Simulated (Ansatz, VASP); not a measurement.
**HfN in VASP and in Ansatz**

INCAR

```
SYSTEM = HfN
PREC     = Accurate       ! precision mode
ENCUT    = 520            ! plane-wave cutoff, eV
EDIFF    = 1E-6           ! SCF threshold, eV
ISMEAR   = 0              ! smearing method
SIGMA    = 0.15           ! smearing width, eV
LREAL    = .False.        ! projectors in reciprocal space
LASPH    = .True.         ! aspherical terms in the spheres
NELM     = 80             ! most SCF steps
ALGO     = Normal         ! electronic algorithm
ISIF     = 2              ! what is computed and relaxed
LWAVE    = .False.        ! write WAVECAR
LCHARG   = .True.         ! write CHGCAR
GGA      = PS             ! functional
LELF     = .True.         ! ELF
LVHAR    = .True.       
NBANDS   = 14             ! bands
```

The input KPOINTS:

```
regular mesh
0
Gamma
  16 16 16
  0 0 0
```

Contents of POSCAR:

```
HfN
1.0
    0.0000000000      2.6512077600      2.2584362400
    2.6512077600      0.0000000000      2.2584362400
    2.6512077600      2.6512077600      0.0000000000
Hf N
1 1
Direct
    0.0000000000      0.0000000000      0.0000000000
    0.7500000000      0.7500000000      0.7500000000
```

Input for Ansatz:

```yaml
crystal:
  lattice:
    - [0.0, 2.65120776, 2.25843624]
    - [2.65120776, 0.0, 2.25843624]
    - [2.65120776, 2.65120776, 0.0]
  atoms:
    - { symbol: Hf, position: [0.0, 0.0, 0.0] }
    - { symbol: "N", position: [0.75, 0.75, 0.75] }
basis:
  ecutwfc: 420
kpoints:
  mp_grid: { grid: [16, 16, 16] }
hamiltonian:
  xc: pbesol
scf:
  occupations: { method: gaussian, width: 0.15 }
output:
  forces: true
  stress: true
  eigenvalues: true
```

Change from the starting cell: strain +0.080 along x and y, -0.080 along z, atoms carried along.

Alike in both runs: task single point; functional PBEsol; k mesh 16 × 16 × 16; occupations gaussian, width 0.15 eV; no spin polarisation.

|  | VASP | Ansatz |
| --- | --- | --- |
| version | VASP 6.6.1 | Ansatz 0.2.0 |
| potentials or method | VASP PAW PBE potentials, release 64 (Hf_pv, N) | scalar-relativistic, plane waves, PAW |
| plane-wave cutoff (eV) | 520 | 420 |
| valence electrons in the cell | 15 | 31 |

Ansatz gave:

- gap on the k mesh at the Fermi level (eV): none
- pressure (GPa): -17.3
- largest component of the traceless stress (GPa): 12.34

Task: Which values does VASP return?

Result: gap on the k mesh at the Fermi level (eV): none; pressure (GPa): -18.3; largest component of the traceless stress (GPa): 12.41.

A gap of «none» marks a metal or a gap that the smearing closes. The two sets of potentials don't hold the same shells in valence.

Caveats: so large a pressure means that the cell lies far from this level's equilibrium, or that cutoff or potentials fall short (VASP); the potentials were made for another functional, which shifts forces and pressure (VASP). The runs have no spin-orbit coupling, so splittings on Hf are missing.
